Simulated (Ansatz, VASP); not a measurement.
Given: the input of a run of VASP 6.6.1 on Ni. 

File INCAR:

```
PREC = Accurate
ENCUT = 600
EDIFF = 1E-7
ISMEAR = -1
SIGMA = 0.05
LREAL = F
LASPH = T
NELM = 120
ALGO = Normal
ISIF = 3
LWAVE = F
LCHARG = F
ISPIN = 2
MAGMOM = 1
LORBIT = 11
LMAXMIX = 4
GGA = PE
IBRION = 2
NSW = 40
EDIFFG = -0.01
```

File KPOINTS:

```
Automatic mesh
0
Gamma
  13 13 13
```

The input POSCAR:

```
Ni
1.0
    0.0000000000      1.7375729330      1.7375729330
    1.7375729330      0.0000000000      1.7375729330
    1.7375729330      1.7375729330      0.0000000000
Ni
1
Direct
    0.0000000000      0.0000000000      0.0000000000
```

Potentials or basis: VASP PAW PBE potentials, release 54 (Ni).

Command:

```sh
$ cat potpaw_PBE.54/Ni/POTCAR > POTCAR
$ mpirun -np 1 vasp_std > vasp.out
```

Task: Translate it to Ansatz 0.2.0. Potentials or basis there: Ansatz PAW, cutoff 420 eV.

Result: As run (cutoffs and basis follow the program's own potentials, and thresholds, step limits or extra output files can differ):

File input.yaml:

```yaml
crystal:
  lattice:
    - [0.0, 1.737572933, 1.737572933]
    - [1.737572933, 0.0, 1.737572933]
    - [1.737572933, 1.737572933, 0.0]
  atoms:
    - { symbol: Ni, position: [0.0, 0.0, 0.0], spin: 1.0 }
hamiltonian:
  xc: pbe
  pseudopotentials: { kind: paw }
magnetization:
  spin_polarized: true
kpoints:
  mp_grid: { grid: [13, 13, 13] }
scf:
  occupations: { method: fermi_dirac, width: 0.05 }
output:
  forces: true
  stress: true
relax:
  f_tol: 0.01
  max_steps: 40
  cell: { stress_tol: 0.05 }
```

Potentials or basis: Ansatz PAW.

Launch:

```sh
$ ansatz run input.yaml --threads 2 --pin off --max-ram 5632MiB --backend cpu --events-out ev --progress --plain --runs-dir out
```

Both were run:

|  | VASP | Ansatz |
| --- | --- | --- |
| Relaxed volume | 10.88 Å³/atom | 10.89 Å³/atom |
| Relaxed cell | a = 2.487 Å, b = 2.487 Å, c = 2.487 Å, α = 60.00°, β = 60.00°, γ = 60.00° | a = 2.488 Å, b = 2.488 Å, c = 2.488 Å, α = 60.00°, β = 60.00°, γ = 60.00° |
| Space group after relaxing | Fm-3m (No. 225) | Fm-3m (No. 225) |
| Pressure after relaxing | 0.0 GPa | 0.0 GPa |
| Net moment | 0.63 μB per cell | 0.63 μB per cell |

Ansatz's pressure holds a Pulay term of +0.06 GPa for its cutoff of 420 eV, which the other run lacks.

The potentials hold 10 and 18 valence electrons a cell.

Where Ansatz's input types no cutoff or centring, it takes its own default and a Γ-centred mesh.

The magnetic state is the one that the start led to; the real crystal's order can differ.

Pressure is positive in compression.
